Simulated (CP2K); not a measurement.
The system is KF.

```xyz
2
Lattice="3.2590 0.0000 0.0000 0.0000 3.2590 0.0000 0.0000 0.0000 3.2590" Properties=species:S:1:pos:R:3 pbc="T T T"
K     0.0000    0.0000    0.0000
F     1.6295    1.6295    1.6295
```

The cell comes from a database or a generator and needn't be the stable form of this composition.

Program: CP2K 2026.2. Alike in all runs: task single point; potentials or basis POTENTIAL_UZH K GTH-PBE-q9, F GTH-PBE-q7; TZVP-MOLOPT-PBE-GTH basis; no spin polarisation; cell as given; k mesh 8 × 8 × 8.

Task: Order these runs on this cell by their pressure, lowest first.
A. level PBEsol; smearing gaussian 0.02 eV; NGRIDS 5
B. level PBE; smearing gaussian 0.1 eV; NGRIDS 4
C. level RPBE; smearing gaussian 0.05 eV; NGRIDS 5

Result: A (-2.3 GPa), B (0.1 GPa), C (3.2 GPa).

Caveats: the basis of atomic orbitals isn't converged, which shifts pressures, moduli and gaps; the potentials were made for another functional, which shifts forces and pressure (some runs).
